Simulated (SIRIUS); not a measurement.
LiF (Griceite): equation of state with PBE

The system is LiF (Griceite).

```
CELL_PARAMETERS angstrom
0.00000 2.01400 2.01400
2.01400 0.00000 2.01400
2.01400 2.01400 0.00000
ATOMIC_POSITIONS crystal
F 0.50000 0.50000 0.50000
Li 0.00000 0.00000 0.00000
```

```yaml
Program: SIRIUS 7.12.0
Task: equation of state
Functional: PBE
Potentials_or_basis: all-electron FP-LAPW
Cutoff: 273 eV
Basis: apw+lo standard
k_mesh: 11 × 11 × 11
Occupations: fermi-dirac, width 0.05 eV
Spin: no spin polarisation
```

| Item | Value |
| --- | --- |
| Equilibrium volume | 8.38 Å³/atom |
| Bulk modulus | 68 GPa |
| Pressure derivative of the bulk modulus | 3.6 (rough: it moves with the points fitted) |

Energy against volume, from the lowest point:
```tsv
volume (Å³/atom)	energy (meV/atom)
7.679	14.13
7.842	8.01
8.006	3.79
8.169	1.10
8.333	0.00
8.496	0.46
8.659	1.94
```

All runs of the series together: 3.4 min on 1 thread of Arm Neoverse V2, with other jobs on the host.

PBE usually gives volumes a little too large and moduli too small. Zero-point motion and thermal expansion aren't in these numbers.
